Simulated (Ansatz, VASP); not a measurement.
**One calculation of Mg, two programs**

INCAR

```
SYSTEM = Mg
  PREC = Accurate
  ENCUT = 600
  EDIFF = 1E-7
  ISMEAR = 1
  SIGMA = 0.1
  LREAL = .FALSE.
  LASPH = .TRUE.
  NELM = 80
  ALGO = Fast
  ISIF = 3
  LWAVE = .FALSE.
  LCHARG = .FALSE.
  GGA = PE
  IBRION = 2
  NSW = 80
  EDIFFG = -0.002
```

File KPOINTS:

```
Automatic mesh
0
G
  21 21 12
  0 0 0
```

File POSCAR:

```
Mg
1.0
    3.2093000000      0.0000000000      0.0000000000
   -1.6046500000      2.7793353284      0.0000000000
    0.0000000000      0.0000000000      5.2103000000
Mg
2
Direct
    0.3333333333      0.6666666667      0.2500000000
    0.6666666667      0.3333333333      0.7500000000
```

Input for Ansatz:

```yaml
crystal:
  lattice:
    - [3.2093, 0.0, 0.0]
    - [-1.60465, 2.7793353284, 0.0]
    - [0.0, 0.0, 5.2103]
  atoms:
    - { symbol: Mg, position: [0.3333333333, 0.6666666667, 0.25] }
    - { symbol: Mg, position: [0.6666666667, 0.3333333333, 0.75] }
scf:
  occupations: { method: methfessel_paxton, width: 0.1 }
output:
  forces: true
  stress: true
  eigenvalues: true
  write_density: true
  write_potential: true
  elf: true
  volumetric_format: npy
kpoints:
  mp_grid: { grid: [21, 21, 12] }
hamiltonian:
  xc: pbe
relax:
  f_tol: 0.002
  adjacent_minimum: "off"
  cell: { stress_tol: 0.05 }
```

Alike in both runs: task relaxation of cell and atoms; functional PBE; k mesh 21 × 21 × 12; occupations methfessel-paxton of order 1, width 0.1 eV; no spin polarisation.

|  | VASP | Ansatz |
| --- | --- | --- |
| version | VASP 6.6.1 | Ansatz 0.2.0 |
| potentials or method | VASP PAW PBE potentials, release 64 (Mg) | scalar-relativistic, plane waves, PAW |
| plane-wave cutoff (eV) | 600 | 420 |
| valence electrons in the cell | 4 | 20 |

|  | VASP | Ansatz | Ansatz less VASP |
| --- | --- | --- | --- |
| gap on the k mesh at the Fermi level, each at its own relaxed structure (eV) | none | none | - |
| relaxed volume (Å³/atom) | 22.86 | 22.94 | +0.076 |
| relaxed cell length with the largest relative difference (Å) | 5.183 | 5.190 | +0.0066 |

A gap of «none» marks a metal or a gap that the smearing closes. The two sets of potentials don't hold the same shells in valence.
